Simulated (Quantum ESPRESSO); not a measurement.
MgO:

```
CELL_PARAMETERS angstrom
0.00000 2.09700 2.09700
2.09700 0.00000 2.09700
2.09700 2.09700 0.00000
ATOMIC_POSITIONS crystal
Mg 0.00000 0.00000 0.00000
O 0.50000 0.50000 0.50000
```

The cell is a database's computed one.

Base run:

- Program: Quantum ESPRESSO 7.5
- Functional: RPBE
- Potentials or basis: SG15 PBE 1.2
- Cutoff: 1197 eV
- Density cutoff: 4789 eV
- k mesh: 11 × 11 × 11
- Occupations: fermi-dirac, width 0.05 eV
- Spin: no spin polarisation

Its results: band gap on the k mesh 5.07 eV, direct; pressure 12.4 GPa.

The run is repeated on the same cell with these changes: functional from RPBE to rev-vdW-DF2. What comes out?

Band gap on the k mesh 4.92 eV, direct; pressure 3.5 GPa.

Caveats: the potentials were made for another functional, which shifts forces and pressure.
